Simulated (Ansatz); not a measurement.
CrCuO2:

```
CELL_PARAMETERS angstrom
1.48670 0.85835 5.70000
-1.48670 0.85835 5.70000
0.00000 -1.71669 5.70000
ATOMIC_POSITIONS crystal
Cu 0.00000 0.00000 0.00000
Cr 0.50000 0.50000 0.50000
O 0.89208 0.89208 0.89208
O 0.10792 0.10792 0.10792
```

| Quantity | Value |
| --- | --- |
| Program | Ansatz 0.2.0 |
| Task | relaxation of cell and atoms |
| Functional | PBEsol |
| Potentials or basis | all-electron LAPW, scalar-relativistic |
| Basis error allowed | 0.002 eV/atom |
| k mesh | 10 × 10 × 10 |
| Occupations | fermi-dirac, width 0.05 eV |
| Spin | collinear spin, ferromagnetic start |
| Starting moments | [0.6, 3.0, 0.0, 0.0] μB |

At the start: volume 10.91 Å³/atom.

Question: How do energy, volume and symmetry change on relaxing?

Answer: Over 5 steps the energy falls by 2.6 meV/atom and the volume is 10.73 Å³/atom (-1.7 %); space group R-3m (No. 166, to 0.05 Å); moment 3.00 μB per cell.

The path:
```tsv
step	energy change (eV)	largest force (eV/Å)	volume (Å³)
1	0.0000	0.0671	43.64
2	-0.0082	0.0176	43.24
3	-0.0105	0.0170	42.89
4	-0.0106	0.0022	42.90
5	-0.0106	0.0022	42.90
```

Final structure:
```cif
data_structure
_symmetry_space_group_name_H-M 'P 1'
_symmetry_Int_Tables_number 1
_cell_length_a 5.8948
_cell_length_b 5.8948
_cell_length_c 5.8948
_cell_angle_alpha 29.116
_cell_angle_beta 29.116
_cell_angle_gamma 29.116
_cell_volume 42.90
loop_
_atom_site_label
_atom_site_type_symbol
_atom_site_fract_x
_atom_site_fract_y
_atom_site_fract_z
_atom_site_occupancy
Cu1 Cu 0.00000 0.00000 0.00000 1
Cr1 Cr 0.50000 0.50000 0.50000 1
O1 O 0.89187 0.89187 0.89187 1
O2 O 0.10813 0.10813 0.10813 1
```

Caveat: only a ferromagnetic start was run, and an antiferromagnetic order may lie lower in energy.
